Results and discussion

Forces and stresses from two programs may be pooled, or one run accepted as a check on another, only if their differences stay within a known tolerance, and a difference beyond it calls for a decision between raising the cutoff and changing the potentials. One unrelaxed cell of layered SnSe2, computed with PBE in six runs of five programs, shows how large such differences are and how to read them. The largest force spreads by 0.052 eV/Å, which is 6.6% of the all-electron value, and the pressure by 0.33 GPa, or 6.0%. Most of the two spreads behaves as one quantity seen twice, the push along the Sn–Se bond.

PBE calculations of one unrelaxed SnSe2 cell (P-3m1, 3 atoms) with the programs named, without dispersion correction, spin-orbit coupling or spin polarisation. All runs use an 8×8×5 k mesh and Fermi-Dirac smearing of 0.05 eV. Pressure is positive in compression and, for Ansatz, leaves out the Pulay correction.

```
         program                              potentials                      basis  pressure (GPa)  largest force (eV/Å)  largest force less the median of the rows (eV/Å)
         Octopus                          pseudodojo_pbe                    default             n/a                 0.812                                             0.023
            GPAW    GPAW-PAW-data-sets-(gpaw-data-1.2.1)                     600 eV           5.320                 0.760                                            -0.029
          Ansatz                              Ansatz PAW                     420 eV           5.500                 0.787                                            -0.002
          ABINIT                        JTH-PAW-PBE-v2.0                  598.65 eV           5.520                 0.789                                             0.000
     Ansatz LAPW  all-electron-LAPW,-scalar-relativistic  0.001 eV/atom-basis-error           5.530                 0.785                                            -0.004
Quantum ESPRESSO                 SSSP-1.3-efficiency-PBE                 816.342 eV           5.650                 0.810                                             0.021
```

All six runs describe the same closed-shell semiconductor, with gaps on the k mesh of about 0.8 eV, so they can be compared directly. The all-electron LAPW row serves as reference because it pseudises nothing, although it has basis errors of its own; its basis entry is an error target and not a cutoff. The last column is labelled as the force less the median of the rows, but it is taken from 0.789 eV/Å, while the median of the six rows is 0.788; in any case it measures agreement with the crowd and not accuracy. Against LAPW, Quantum ESPRESSO lies 3.2% high in force and GPAW 3.2% low, and their pressures move the same way. Ansatz PAW and ABINIT stay within about 0.5% of the reference in both quantities; the first shares its program with the LAPW run, the second does not.

The link between force and pressure begins with the shape of the cell. Each layer is a plane of Sn atoms with a plane of Se above and below, and symmetry leaves one free coordinate, the height z of Se over the Sn plane. The calculated forces vanish on Sn and are equal and opposite along c on the two Se atoms, so the largest force F is the force on this coordinate. Each Se sits over the centre of a triangle of Sn atoms at in-plane distance a/√3, where a is the in-plane edge. With the bond length d this fixes the height:

z² = d² − a²/3 = 2.679² − 3.811²/3 = 7.177 − 4.841 = 2.336 Ų, z = 1.528 Å

A stress is computed by straining the cell with the atoms held at fixed fractional positions. Stretching c therefore does two things at once: it lifts each Se away from its Sn plane, and it widens the gap between layers. The chain rule separates the two exactly, with V the cell volume, σzz the stress along c (positive in compression, like the pressure), F counted positive away from the Sn plane, and σgap the stress for lengthening c while the layer keeps its thickness:

σzz = 2zF/V + σgap

The sign of F is argued here from this identity. With an outward force, the LAPW stress of 6.53 GPa along c splits into 4.98 GPa from the force term and about 1.5 GPa from the gap. An inward force would require 11.5 GPa between Se planes that are only weakly bound, which is hard to credit. An outward force also fits standard experience: PBE tends to prefer somewhat long bonds, and without dispersion it leaves neighbouring layers with repulsion and little attraction. Both tendencies give a positive pressure, and these runs do not test either by a control.

In this split, with the layer thickness held, three quarters of the stress along c is the unrelaxed Se force in another form. An error in F that arises inside the layer leaves σgap alone and passes straight into σzz; one that arises in the push across the gap changes σgap too and moves σzz the opposite way. The pressure in the table belongs to these fixed Se positions, and the force term would vanish once the Se height is relaxed, while σgap would change as the gap narrows.

The in-plane stress needs a model. Suppose the programs differ only in the push δf along the Sn–Se bonds, of which the cell holds six, three on each Se. Each bond projects on c with the factor z/d, and each contributes δf·d to the virial, so that

δF = 3 δf z/d

δP = 6 δf d/(3V) = 2 δf d/V

δP/δF = 2d²/(3zV)

The slope depends on geometry alone. A data set that makes the bond effectively want to be longer raises force and pressure together, and one that makes it shorter lowers both. For a given error in force, the error in pressure grows as the layer flattens, because a bond lying closer to the plane projects less on c while its virial stays the same. It shrinks as the cell volume grows, since the same bonds then act on more space.

Quantum ESPRESSO serves as the worked case, with 1 eV/Å³ = 160.2 GPa:

δP/δF = 2 × 7.177/(3 × 1.528 × 77.18) eV/Å³ per eV/Å = 0.0406 × 160.2 = 6.50 GPa per eV/Å

δF = 0.810 − 0.785 = +0.025 eV/Å, δP(model) = 6.50 × 0.025 = +0.16 GPa

δP(found) = 5.65 − 5.53 = +0.12 GPa

The sign and most of the size come out right, and the model overshoots by about 0.04 GPa. GPAW is the mirror image in force, so the model predicts a fall of 0.16 GPa, while the table shows a fall of 0.21 GPa. The two rows look asymmetric, one shifting too little and the other too much, yet both lie below the bond line by a similar amount. Their difference removes any common offset and gives the slope directly:

(0.12 + 0.21)/(0.025 + 0.025) = 6.6 GPa per eV/Å

This agrees with the geometric value within the rounding of the table, but it rests on these two rows, because the other two plane-wave rows lie close to the reference. The share of the slope that comes from σzz follows from the chain rule as long as σgap is alike in the runs, so the in-plane share is what tests the bond model: there the two rows give 6.9 against 6.58 GPa per eV/Å from geometry. A push between Se atoms, across the layer or across the gap, would give only about a quarter of that in size, so this slope singles out the Sn–Se bond and supports the outward sign of F. Along c the two rows give 5.8 against 6.35, because σgap is not quite alike (1.523 GPa for GPAW, 1.494 GPa for Quantum ESPRESSO), so the close match in pressure owes something to an excess in plane cancelling a shortfall along c. The one fitted constant is an offset, the mean residual of the four plane-wave rows with a pressure (both worked rows among them), and it comes to −0.042 GPa. What remains has a root mean square of 0.004 GPa, well inside the 0.016 GPa that rounding alone can produce, so the table resolves no finer pattern. The unrounded outputs put ABINIT at −0.030 GPa and the other three between −0.043 and −0.045 GPa, so the offset is only roughly common. The residuals row by row stand in the printed output after this text.

A negative offset is what a finite plane-wave basis produces. When a cell is strained with a fixed set of plane waves, expansion lowers the effective cutoff and compression raises it. An incomplete basis therefore rewards compression, and the computed pressure comes out too low: this is Pulay stress. Plane waves do not move with the atoms, so no corresponding term enters the forces, and the effect adds to the bond push as a shift in pressure alone.

The Ansatz PAW row shows this directly, because that run reports its own Pulay correction, which the tabulated pressure leaves out. Its force is almost that of LAPW, and its pressure lies 0.043 GPa under the bond line. The reported correction is 0.039 GPa and nearly the same in all directions, and restoring it leaves a residual of −0.004 GPa. It also lifts the pressure to 5.539 GPa, above both ABINIT and LAPW, so the order among these three close rows carries no meaning.

That the same cause explains the offset of the other three programs is a guess. Their cutoffs and data sets differ widely, and equal Pulay stresses are not to be expected from theory. The components also resist a single isotropic shift: for GPAW the residual is −0.056 GPa in plane and −0.021 GPa along c, ABINIT is uneven in the same sense, and Quantum ESPRESSO and Ansatz PAW are close to isotropic. Part of a common offset could equally sit in the LAPW reference. A cutoff series in each program would be the test.

The central-force picture describes differences better than totals. The net force on Se is the outward push of its own layer less the inward push from the gap, σgap times the cell's base area, which is 0.121 eV/Å for LAPW. Assigning the whole layer push to central Sn–Se forces gives an in-plane stress of 5.96 GPa against the calculated 5.03 GPa, 18% too high. Central Sn–Se forces are therefore an incomplete account of the layer. The model claims only that the disagreement between programs lies mostly along the bond.

Why a given data set pushes harder is argued only in general terms. Freezing the core and smoothing the valence functions inside a sphere alter slightly how an atom scatters and repels at bond distance, and an unconverged cutoff or grid changes forces too; one run per program does not separate these. The labels are a weak guide. The two high rows are the two pseudopotential runs that are not PAW, and they also have the two smallest gaps, while GPAW has the lowest force and the largest gap; but GPAW is PAW like ABINIT, and the three runs with 26 valence electrons span 0.760 to 0.810 eV/Å, nearly the whole range. Octopus and Ansatz PAW both treat 46 electrons, the Se 3d shell included, and still fall into different groups.

Octopus has the highest force, 3.4% above LAPW, and the bond slope turns this into a forecast of about 5.7 GPa for its pressure, which remains untested. The plane-wave offset need not apply to a real-space grid. Nor does a similar force make Octopus equivalent to Quantum ESPRESSO, since its gap on the mesh lies 27 meV under the LAPW value and that of Quantum ESPRESSO only 11 meV.

For this cell at working settings, results pooled across all these runs differ from LAPW by up to 3 to 4%, about 0.03 eV/Å in force and 0.2 GPa in pressure. A pressure shift without a force shift makes the cutoff the first thing to test, as in the Ansatz PAW row, but it does not prove Pulay stress: Quantum ESPRESSO shows a like offset at a far higher cutoff, and contacts lying in the plane also shift the pressure without a force on c. A joint shift along 6.5 GPa per eV/Å points to the bond push, where cutoff convergence of the force has to be confirmed before the potentials are blamed. The tolerance concerns agreement on PBE for a static lattice without dispersion or spin-orbit coupling, and agreement with the real crystal is a separate matter.

Output of the analysis:

```
geometry: V 77.18 A^3, area 12.58 A^2, Se height 1.528 A, Se-Se gap along c 3.079 A
bond model slopes, GPa per eV/A: P 6.50, xx 6.58, zz 6.35
force spread 0.052 eV/A (6.6% of LAPW); median of rows 0.788
pressure spread 0.33 GPa (6.0% of LAPW)
against LAPW: dF eV/A (%), mesh gap shift meV, electrons treated
  Octopus           +0.027 (+3.4%)  -26.6 46
  GPAW              -0.025 (-3.2%)   +5.3 26
  Ansatz            +0.002 (+0.3%)   -1.7 46
  ABINIT            +0.004 (+0.5%)   -0.5 26
  Ansatz LAPW       +0.000 (+0.0%)   +0.0 70
  Quantum ESPRESSO  +0.025 (+3.2%)  -11.2 26
26 electrons: mean force 0.786, range 0.760 to 0.810 eV/A
46 electrons: mean force 0.800, range 0.787 to 0.812 eV/A
pressure shift, GPa: found (%), bond model, residual, residual less offset
  GPAW              -0.210 (-3.8%) -0.162 -0.048 -0.005
  Ansatz            -0.030 (-0.5%) +0.013 -0.043 -0.001
  ABINIT            -0.010 (-0.2%) +0.026 -0.036 +0.006
  Quantum ESPRESSO  +0.120 (+2.2%) +0.162 -0.042 -0.000
rounding limit on a residual: up to 0.016 GPa
rms GPa: bond only 0.042; bond + offset 0.004 (offset -0.042); offset alone 0.118
free line, 4 plane-wave rows: slope 6.62 GPa per eV/A (1.02 of model), intercept -0.042 GPa
Ansatz PAW Pulay term 0.039 GPa; restored: P 5.539, residual -0.004
stress components against LAPW, GPa: dxx, residual; dzz, residual
  GPAW              -0.221 -0.056; -0.180 -0.021
  Ansatz            -0.032 -0.045; -0.029 -0.041
  ABINIT            -0.018 -0.045; +0.015 -0.011
  Quantum ESPRESSO  +0.123 -0.041; +0.108 -0.050
split of zz stress, outward force, GPa: zz = 2zF/V + gap term
  GPAW              6.346 = 4.823 + 1.523
  Ansatz            6.497 = 4.994 + 1.503
  ABINIT            6.540 = 5.007 + 1.534
  Ansatz LAPW       6.526 = 4.981 + 1.545
  Quantum ESPRESSO  6.634 = 5.140 + 1.494
Ansatz PAW gap term with Pulay restored 1.541 GPa
LAPW: force term 76% of zz; gap term if force were inward 11.5 GPa
LAPW: inward gap push 0.121 eV/A per Se, outward layer push 0.906 eV/A
LAPW xx 5.03 GPa; bond model 5.16 from net force, 5.96 from layer push (+18%)
Octopus, no pressure in table: model gives 5.71 GPa without, 5.66 with the offset
```
